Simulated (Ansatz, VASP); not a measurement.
## One calculation of Be, two programs

```
Be
1.0
     2.26165    0.00000    0.00000
    -1.13083    1.95865    0.00000
     0.00000    0.00000    3.56916
Be
2
Direct
  0.33333 0.66667 0.25000
  0.66667 0.33333 0.75000
```

Alike in both runs: functional r2SCAN; k mesh 21 × 21 × 12; occupations gaussian, width 0.1 eV; no spin polarisation.

Ansatz relaxed the structure, and its values are those at the end. VASP's run is a single point on that final structure, the one shown.

```csv
,VASP,Ansatz
version,VASP 6.6.1,Ansatz 0.2.0
potentials or method,"VASP PAW PBE potentials, release 64 (Be)","scalar-relativistic, plane waves, PAW"
plane-wave cutoff (eV),520,500
valence electrons in the cell,4,4
```

```csv
,VASP,Ansatz,Ansatz less VASP
gap on the k mesh at the Fermi level (eV),none,none,-
pressure (GPa),0.2,0.0,-0.19
```

A gap of «none» marks a metal or a gap that the smearing closes.

Caveats: the PAW data sets were made with another functional, which shifts forces and pressure a little (VASP).
